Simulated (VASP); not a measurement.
# NaCl (Fm-3m) in VASP: a series of runs

The runs below take NaCl through relaxation of cell and atoms, vibrations by finite differences, with PBE.

Program: VASP 6.6.1. These are calculated values, not measurements. Logs are shortened: lines on timing, memory, paths and dates and some standing lists are left out, and cuts for length are marked.

## 1. Starting point

The structure is cubic, space group Fm-3m (No. 225). Conventional cell: a = 5.620 Å, b = 5.620 Å, c = 5.620 Å, α = 90.00°, β = 90.00°, γ = 90.00°. Na (site symmetry m-3m) has 6 Cl at 2.81 Å as nearest neighbours. Cl (site symmetry m-3m) has 6 Na at 2.81 Å as nearest neighbours.

## 2. Relaxation of cell and atoms, PBE, target pressure 6.66 GPa, at which the enthalpy is minimised

File INCAR:

```
SYSTEM = NaCl
PREC = Accurate ; ENCUT = 700
EDIFF = 1E-7 ; ISMEAR = 0
SIGMA = 0.02 ; LREAL = .False.
LASPH = .True. ; NELM = 80
ALGO = Fast ; ISIF = 3
LWAVE = .False. ; LCHARG = .False.
GGA = PE ; IBRION = 2
NSW = 80 ; EDIFFG = -0.002
PSTRESS = 66.6
```

File KPOINTS:

```
regular mesh
0
Gamma
  10 10 10
  0 0 0
```

File POSCAR:

```
NaCl
1.0
    0.0000000000      2.8100000000      2.8100000000
    2.8100000000      0.0000000000      2.8100000000
    2.8100000000      2.8100000000      0.0000000000
Na Cl
1 1
Direct
    0.0000000000      0.0000000000      0.0000000000
    0.5000000000      0.5000000000      0.5000000000
```

Potentials or basis: VASP PAW PBE potentials, release 64 (Na_pv, Cl).

Command:

```bash
> cat potpaw_PBE.64/Na_pv/POTCAR potpaw_PBE.64/Cl/POTCAR > POTCAR
> mpirun -np 1 vasp_std > vasp.out
```

OUTCAR:

```text
SYSTEM = NaCl
   PREC = Accurate
   ENCUT = 700
   EDIFF = 1E-7
   ISMEAR = 0
   LREAL = .False.
   LASPH = .True.
   NELM = 80
   ISIF = 3
   GGA = PE
   IBRION = 2
   NSW = 80
   EDIFFG = -0.002
   PSTRESS = 66.6

 ion  position               nearest neighbor table
   1  0.000  0.000  0.000-
   2  0.500  0.500  0.500-

  LATTYP: Found a face centered cubic cell.
 ALAT       =     5.6200000000

  Lattice vectors:

 A1 = (   0.0000000000,   2.8100000000,   2.8100000000)
 A2 = (   2.8100000000,   0.0000000000,   2.8100000000)
 A3 = (   2.8100000000,   2.8100000000,   0.0000000000)

Analysis of symmetry for initial positions (statically):
=====================================================================
 Subroutine PRICEL returns:
 Original cell was already a primitive cell.

 Routine SETGRP: Setting up the symmetry group for a
 face centered cubic supercell.

 Subroutine GETGRP returns: Found 48 space group operations
 (whereof 48 operations were pure point group operations)
 out of a pool of 48 trial point group operations.

The static configuration has the point symmetry O_h .

Analysis of symmetry for dynamics (positions and initial velocities):
=====================================================================
 Subroutine PRICEL returns:
 Original cell was already a primitive cell.

 Routine SETGRP: Setting up the symmetry group for a
 face centered cubic supercell.

 Subroutine GETGRP returns: Found 48 space group operations
 (whereof 48 operations were pure point group operations)
 out of a pool of 48 trial point group operations.

The dynamic configuration has the point symmetry O_h .

 Subroutine INISYM returns: Found 48 space group operations
 (whereof 48 operations are pure point group operations),
 and found     1 'primitive' translations

----------------------------------------------------------------------------------------

                                     Primitive cell

  volume of cell :      44.3761

  direct lattice vectors                    reciprocal lattice vectors
     0.000000000  2.810000000  2.810000000    -0.177935943  0.177935943  0.177935943
     2.810000000  0.000000000  2.810000000     0.177935943 -0.177935943  0.177935943
     2.810000000  2.810000000  0.000000000     0.177935943  0.177935943 -0.177935943

  length of vectors
     3.973940110  3.973940110  3.973940110     0.308194094  0.308194094  0.308194094

  position of ions in fractional coordinates (direct lattice)
     0.000000000  0.000000000  0.000000000
     0.500000000  0.500000000  0.500000000

  ion indices of the primitive-cell ions
   primitive index   ion index
[... 65 lines left out ...]
   PREC   = accura    normal or accurate (medium, high low for compatibility)
   ISTART =      0    job   : 0-new  1-cont  2-samecut
   ICHARG =      2    charge: 1-file 2-atom 10-const
   ISPIN  =      1    spin polarized calculation?
   LNONCOLLINEAR =      F non collinear calculations
   LSORBIT =      F    spin-orbit coupling
   LASPH  =      T    aspherical Exc in radial PAW
   ENCUT  =  700.0 eV  51.45 Ry    7.17 a.u.   8.57  8.57  8.57*2*pi/ulx,y,z
   NELM   =     80;   NELMIN=  2; NELMDL= -5     # of ELM steps
   EDIFF  = 0.1E-06   stopping-criterion for ELM
   LREAL  =      F    real-space projection
   EDIFFG = -.2E-02   stopping-criterion for IOM
   NSW    =     80    number of steps for IOM
   IBRION =      2    ionic relax: 0-MD 1-quasi-New 2-CG
   NFREE  =      1    steps in history (QN), initial steepest desc. (CG)
   ISIF   =      3    stress and relaxation
   ISYM   =      2    0-nonsym 1-usesym 2-fastsym
   POTIM  = 0.5000    time-step for ionic-motion
   TEBEG  =    0.0;   TEEND  =   0.0 temperature during run
   PSTRESS=   66.6 pullay stress
   NELECT =      14.0000    total number of electrons
   NUPDOWN=      -1.0000    fix difference up-down
   EMIN   =  10.00;   EMAX   =-10.00  energy-range for DOS
   EFERMI =   0.00;   METHOD = LEGACY
   ISMEAR =     0;   SIGMA  =   0.02  broadening in eV -4-tet -1-fermi 0-gaus
   EFERMI_NEDOS =   21; number of points for ismear=-14 and -15
   IALGO  =     68    algorithm
   IMIX   =      4    mixing-type and parameters
     AMIX     =   0.40;   BMIX     =  1.00
     AMIX_MAG =   1.60;   BMIX_MAG =  1.00
  volume/ion in A,a.u.               =      22.19       149.73
  Fermi-wavevector in a.u.,A,eV,Ry     =   1.114469  2.106040 16.898985  1.242040
  Thomas-Fermi vector in A             =   2.251064
   LORBIT       =      0    0 simple, 1 ext, 2 COOP (PROOUT), +10 PAW based schemes
   GGA     = PE    functional components
   LHFCALC =     F    Hartree Fock is set to
   AEXX    =    0.0000 exact exchange contribution
   IVDW    =     0    specifies the selected vdW correction
   LEPSILON=     F    determine dielectric tensor
   LRPA    =     F    only Hartree local field effects (RPA)
 conjugate gradient relaxation of ions
 non-spin polarized calculation
 RMM-DIIS sequential band-by-band and
 Gauss-broadening in eV      SIGMA  =   0.02
  energy-cutoff  :      700.00
  volume of cell :       44.38
 maximum number of plane-waves:      1892
 NGX is ok and might be reduce to    36
   NGX = 17   NGY = 17   NGZ = 17

--------------------------------------- Ionic step        1  -------------------------------------------

 number of electron      13.9999999 magnetization

 Free energy of the ion-electron system (eV)
  ---------------------------------------------------
  ext. energy  EPLUGINS =         0.00000000
  ---------------------------------------------------
  free energy    TOTEN  =        -6.77209211 eV

  energy without entropy =       -6.77209211  energy(sigma->0) =       -6.77209211

 E-fermi :  -0.4846     XC(G=0):  -8.2117

 val. band max:       -0.6699037729   @ k =   0.0000   0.0000   0.0000
 cond. band min:       4.4790594548   @ k =   0.0000   0.0000   0.0000
 fundamental gap:      5.1489632277
 Fermi energy:        -0.4846387407

 k-point     1 :       0.0000    0.0000    0.0000
  band No.  band energies     occupation
      1     -21.4679      2.00000
      2     -21.4679      2.00000
      3     -21.4679      2.00000
      4     -13.3524      2.00000
      5      -0.6699      2.00000
      6      -0.6699      2.00000
      7      -0.6699      2.00000
      8       4.4791      0.00000
      9      10.4616      0.00000
     10      10.4616      0.00000
     11      10.4616      0.00000
[... 473 lines left out ...]
--------------------------------------- Ionic step        5  -------------------------------------------

 number of electron      14.0000000 magnetization

 Free energy of the ion-electron system (eV)
  ---------------------------------------------------
  ext. energy  EPLUGINS =         0.00000000
  ---------------------------------------------------
  free energy    TOTEN  =        -6.64211398 eV

  energy without entropy =       -6.64211398  energy(sigma->0) =       -6.64211398

 E-fermi :   0.4104     XC(G=0):  -8.8453

 val. band max:        0.2614982345   @ k =   0.0000   0.0000   0.0000
 cond. band min:       6.0334636835   @ k =   0.0000   0.0000   0.0000
 fundamental gap:      5.7719654490
 Fermi energy:         0.4104365339

 k-point     1 :       0.0000    0.0000    0.0000
  band No.  band energies     occupation
      1     -20.3115      2.00000
      2     -20.3115      2.00000
      3     -20.3115      2.00000
      4     -12.8012      2.00000
      5       0.2615      2.00000
      6       0.2615      2.00000
      7       0.2615      2.00000
      8       6.0335      0.00000
      9      11.4990      0.00000
     10      11.4990      0.00000
     11      11.4990      0.00000
[... 355 lines left out ...]
  energy  without entropy=       -6.6421139831  energy(sigma->0) =       -6.64211398

  enthalpy is  TOTEN    =        -5.0437382363 eV   P V=        1.5983757469

 reached required accuracy - stopping structural energy minimisation
```

CONTCAR:

```text
NaCl
   1.00000000000000
     0.0000000000000000    2.6789323471807482    2.6789323471807482
     2.6789323471807482    0.0000000000000000    2.6789323471807482
     2.6789323471807482    2.6789323471807482   -0.0000000000000000
  Na              Cl
     1     1
Direct
     0.0000000000000000    0.0000000000000000    0.0000000000000000
     0.5000000000000000    0.5000000000000000    0.5000000000000000

  0.00000000E+00  0.00000000E+00  0.00000000E+00
  0.00000000E+00  0.00000000E+00  0.00000000E+00
```

It took 100 s on 1 thread of AMD EPYC 9R14 (Zen 4), shared host; peak memory 0.19 GiB.

Results:

```
Free energy                                            : -6.6421 eV
Relaxed volume                                         : 19.23 Å³/atom
Relaxed cell                                           : a = 3.789 Å, b = 3.789 Å, c = 3.789 Å, α = 60.00°, β = 60.00°, γ = 60.00°
Space group after relaxing (to 0.05 Å)                 : Fm-3m (No. 225)
Energy change on relaxing (the enthalpy is what falls) : +65.0 meV/atom
Ionic steps                                            : 5
Pressure after relaxing                                : 6.7 GPa
Band gap on the k mesh                                 : 5.77 eV, direct
```

The path:
```
step  energy change (eV)  largest force (eV/Å)  pressure (GPa)  volume (Å³)
   1              0.0000                0.0000            1.05        44.38
   2              0.0885                0.0000            5.27        39.57
   3              0.1268                0.0000            6.56        38.53
   4              0.1314                0.0000            6.71        38.42
   5              0.1300                0.0000            6.66        38.45
```

Final structure:
```
Na Cl
1.0
     0.00000    2.67893    2.67893
     2.67893    0.00000    2.67893
     2.67893    2.67893    0.00000
Na Cl
1 1
Cartesian
  0.0000 0.0000 0.0000
  2.6789 2.6789 2.6789
```

Caveat: the cell is relaxed towards a set pressure, so the enthalpy falls and the energy may rise.

## 3. Relaxation of cell and atoms, PBE, target pressure 6.66 GPa, at which the enthalpy is minimised

This run uses another cell than the first one, of 19.23 Å³/atom, 0.866 times its volume.

INCAR is that of step 2.

KPOINTS is that of step 2.

File POSCAR:

```
NaCl                                    
1.0
    0.0000000000      2.6789323472      2.6789323472
    2.6789323472      0.0000000000      2.6789323472
    2.6789323472      2.6789323472     -0.0000000000
  Na              Cl            
     1     1
Direct
     0.0000000000000000    0.0000000000000000    0.0000000000000000
     0.5000000000000000    0.5000000000000000    0.5000000000000000
```

Potentials or basis: VASP PAW PBE potentials, release 64 (Na_pv, Cl).

Command:

```bash
> cat potpaw_PBE.64/Na_pv/POTCAR potpaw_PBE.64/Cl/POTCAR > POTCAR
> mpirun -np 1 vasp_std > vasp.out
```

It took 50 s on 1 thread of AMD EPYC 9R14 (Zen 4), shared host; peak memory 0.18 GiB.

It converged, with:

```yaml
Free_energy: -6.6419 eV
Relaxed_volume: 19.23 Å³/atom
Relaxed_cell: a = 3.789 Å, b = 3.789 Å, c = 3.789 Å, α = 60.00°, β = 60.00°, γ = 60.00°
Space_group_after_relaxing_to_0.05_Å: Fm-3m (No. 225)
Energy_change_on_relaxing_the_enthalpy_is_what_falls: -0.2 meV/atom
Ionic_steps: 3
Pressure_after_relaxing: 6.7 GPa
Band_gap_on_the_k_mesh: 5.77 eV, direct
```

Step by step:
```tsv
step	energy change (eV)	largest force (eV/Å)	pressure (GPa)	volume (Å³)
1	0.0000	0.0000	6.70	38.45
2	-0.0012	0.0000	6.62	38.48
3	-0.0004	0.0000	6.66	38.46
```

Final structure:
```xyz
2
Lattice="0.0000 2.6792 2.6792 2.6792 0.0000 2.6792 2.6792 2.6792 0.0000" Properties=species:S:1:pos:R:3 pbc="T T T"
Na    0.0000    0.0000    0.0000
Cl    2.6792    2.6792    2.6792
```

Levels at points of the mesh, in eV from the valence-band top:
```
           k point  band 4  band 5  band 6  band 7  band 8  band 9  band 10  band 11
(0.00, 0.00, 0.00)  -13.06    0.00    0.00    0.00    5.77   11.24    11.24    11.24
(0.50, 0.00, 0.00)  -12.53   -2.44   -0.36   -0.36    7.53   11.33    11.33    11.95
(0.50, 0.50, 0.00)  -12.48   -2.10   -0.76   -0.76    7.89    7.98    12.48    15.82
```

Caveat: the cell is relaxed towards a set pressure, so the enthalpy falls and the energy may rise.

## 4. Vibrations by finite differences, PBE

This run uses another cell than the first one, of 19.23 Å³/atom, 0.867 times its volume.

File INCAR:

```
  PREC = Accurate
  ENCUT = 700
  EDIFF = 1E-8
  ISMEAR = 0
  SIGMA = 0.02
  LREAL = False
  LASPH = True
  NELM = 80
  ALGO = Fast
  ISIF = 3
  LWAVE = False
  LCHARG = False
  GGA = PE
  IBRION = 6
  NFREE = 2
  POTIM = 0.015
  NSW = 1
```

File KPOINTS:

```
Automatic mesh
0
Gamma
  10 10 10
```

File POSCAR:

```
NaCl                                    
1.0
    0.0000000000      2.6791625080      2.6791625080
    2.6791625080      0.0000000000      2.6791625080
    2.6791625080      2.6791625080      0.0000000000
  Na              Cl            
     1     1
Direct
     0.0000000000000000    0.0000000000000000    0.0000000000000000
     0.5000000000000000    0.5000000000000000    0.5000000000000000
```

Potentials or basis: VASP PAW PBE potentials, release 64 (Na_pv, Cl).

Command:

```bash
> cat potpaw_PBE.64/Na_pv/POTCAR potpaw_PBE.64/Cl/POTCAR > POTCAR
> mpirun -np 1 vasp_std > vasp.out
```

OUTCAR:

```text
PREC = Accurate
   ENCUT = 700
   EDIFF = 1E-8
   ISMEAR = 0
   LREAL = False
   LASPH = True
   NELM = 80
   ISIF = 3
   GGA = PE
   IBRION = 6
   NFREE = 2
   POTIM = 0.015
   NSW = 1

 ion  position               nearest neighbor table
   1  0.000  0.000  0.000-   2 2.68   2 2.68   2 2.68   2 2.68   2 2.68   2 2.68
   2  0.500  0.500  0.500-   1 2.68   1 2.68   1 2.68   1 2.68   1 2.68   1 2.68

  LATTYP: Found a face centered cubic cell.
 ALAT       =     5.3583250160

  Lattice vectors:

 A1 = (   0.0000000000,   2.6791625080,   2.6791625080)
 A2 = (   2.6791625080,   0.0000000000,   2.6791625080)
 A3 = (   2.6791625080,   2.6791625080,   0.0000000000)

Analysis of symmetry for initial positions (statically):
=====================================================================
 Subroutine PRICEL returns:
 Original cell was already a primitive cell.

 Routine SETGRP: Setting up the symmetry group for a
 face centered cubic supercell.

 Subroutine GETGRP returns: Found 48 space group operations
 (whereof 48 operations were pure point group operations)
 out of a pool of 48 trial point group operations.

The static configuration has the point symmetry O_h .

Analysis of symmetry for dynamics (positions and initial velocities):
=====================================================================
 Subroutine PRICEL returns:
 Original cell was already a primitive cell.
[... 705 lines left out ...]
  in kB       66.7230500     66.5458830     66.5458830     -0.0000000      0.0000000      0.0000000
  external PRESSURE =      66.6049387 kB  Pullay stress =       0.0000000 kB
[... 17 lines left out ...]
  FREE ENERGIE OF THE ION-ELECTRON SYSTEM (eV)
  ---------------------------------------------------
  free  energy   TOTEN  =        -6.6416155648 eV

  energy  without entropy=       -6.6416155648  energy(sigma->0) =       -6.64161556

 INTERNAL STRAIN TENSORS FROM STRAINED CELLS
 ============================================

 INTERNAL STRAIN TENSOR FOR ION    1 for displacements in x,y,z  (eV/Angst):
          X           Y           Z          XY          YZ          ZX
  --------------------------------------------------------------------------------
  x     0.00000    -0.00000     0.00000     0.00000    -0.00000     0.00000
  y    -0.00000     0.00000    -0.00000     0.00000    -0.00000    -0.00000
  z     0.00000     0.00000    -0.00000     0.00000    -0.00000     0.00000

 INTERNAL STRAIN TENSORS FROM DISPLACED ATOMS
 ============================================

 INTERNAL STRAIN TENSOR FOR ION    1 for displacements in x,y,z  (eV/Angst):
          X           Y           Z          XY          YZ          ZX
  --------------------------------------------------------------------------------
  x     0.00000     0.00000     0.00000     0.00000     0.00000     0.00000
  y     0.00000     0.00000     0.00000     0.00000     0.00000     0.00000
  z     0.00000     0.00000     0.00000     0.00000     0.00000     0.00000

 INTERNAL STRAIN TENSOR FOR ION    2 for displacements in x,y,z  (eV/Angst):
          X           Y           Z          XY          YZ          ZX
  --------------------------------------------------------------------------------
  x     0.00000     0.00000     0.00000     0.00000     0.00000     0.00000
  y     0.00000     0.00000     0.00000     0.00000     0.00000     0.00000
  z     0.00000     0.00000     0.00000     0.00000     0.00000     0.00000

 Eigenvectors and eigenvalues of the dynamical matrix
 ----------------------------------------------------

   1 f  =    6.936905 THz    43.585861 2PiTHz  231.390254 cm-1    28.688722 meV
             X         Y         Z           dx          dy          dz
      0.000000  0.000000  0.000000     0.000000    0.779051    0.000000
      2.679163  2.679163  2.679163     0.000000   -0.626960    0.000000
[... 21 lines left out ...]
   6 f/i=    0.002098 THz     0.013182 2PiTHz    0.069981 cm-1     0.008677 meV
             X         Y         Z           dx          dy          dz
      0.000000  0.000000  0.000000     0.000000    0.000000   -0.626960
      2.679163  2.679163  2.679163     0.000000    0.000000   -0.779051

--------------------------------------------------------------------------------------------------------

 ELASTIC MODULI CONTR FROM IONIC RELAXATION (kBar)
 Direction    XX          YY          ZZ          XY          YZ          ZX
 --------------------------------------------------------------------------------
 XX           0.0000      0.0000      0.0000      0.0000      0.0000      0.0000
 YY           0.0000      0.0000      0.0000      0.0000      0.0000      0.0000
 ZZ           0.0000      0.0000      0.0000      0.0000      0.0000      0.0000
 XY           0.0000      0.0000      0.0000      0.0000      0.0000      0.0000
 YZ           0.0000      0.0000      0.0000      0.0000      0.0000      0.0000
 ZX           0.0000      0.0000      0.0000      0.0000      0.0000      0.0000
 --------------------------------------------------------------------------------

 TOTAL ELASTIC MODULI (kBar)
 Direction    XX          YY          ZZ          XY          YZ          ZX
 --------------------------------------------------------------------------------
 XX        1061.4577    148.6078    148.6078     -0.0000      0.0000      0.0000
 YY         148.6078   1061.4577    148.6078      0.0000      0.0000      0.0000
 ZZ         148.6078    148.6078   1061.4577      0.0000      0.0000     -0.0000
 XY          -0.0000      0.0000      0.0000    129.7237      0.0000     -0.0000
 YZ           0.0000      0.0000      0.0000      0.0000    129.7237      0.0000
 ZX           0.0000      0.0000     -0.0000     -0.0000      0.0000    129.7237
 --------------------------------------------------------------------------------
```

stdout:

```text
POSCAR found type information on POSCAR NaCl
 POSCAR found :  2 types and       2 ions
 scaLAPACK will be used
 LDA part: xc-table for (Slater+PW92), standard interpolation
 POSCAR, INCAR and KPOINTS ok, starting setup
 FFT: planning ... GRIDC
 FFT: planning ... GRID_SOFT
 FFT: planning ... GRID
 WAVECAR not read
 entering main loop
 Found     2 degrees of freedom:
 Adding 6 more for cell shape distortion
 Finite differences POTIM= 0.01500 DOF=   8
 bond charge predicted
 Finite differences progress:
 bond charge predicted
 Finite differences progress:
 bond charge predicted
 Finite differences progress:
 bond charge predicted
 Finite differences progress:
 bond charge predicted
 Finite differences progress:
 bond charge predicted
 Finite differences progress:
 bond charge predicted
 Finite differences progress:
 bond charge predicted
 Finite differences progress:
 bond charge predicted
 Finite differences progress:
 bond charge predicted
 Finite differences progress:
 bond charge predicted
 Finite differences progress:
 bond charge predicted
 Finite differences progress:
 bond charge predicted
 Finite differences progress:
 bond charge predicted
 Finite differences progress:
 bond charge predicted
 Finite differences progress:
 bond charge predicted
 Finite differences progress:
```

Run time: 22 min. Hardware: 1 thread of AMD EPYC 9R14 (Zen 4), shared host; peak memory 0.41 GiB.

The run converged, but a check on its numbers failed (symmetry, net force, bounds or a known fault of this set-up), so they aren't taken as properties of the crystal.
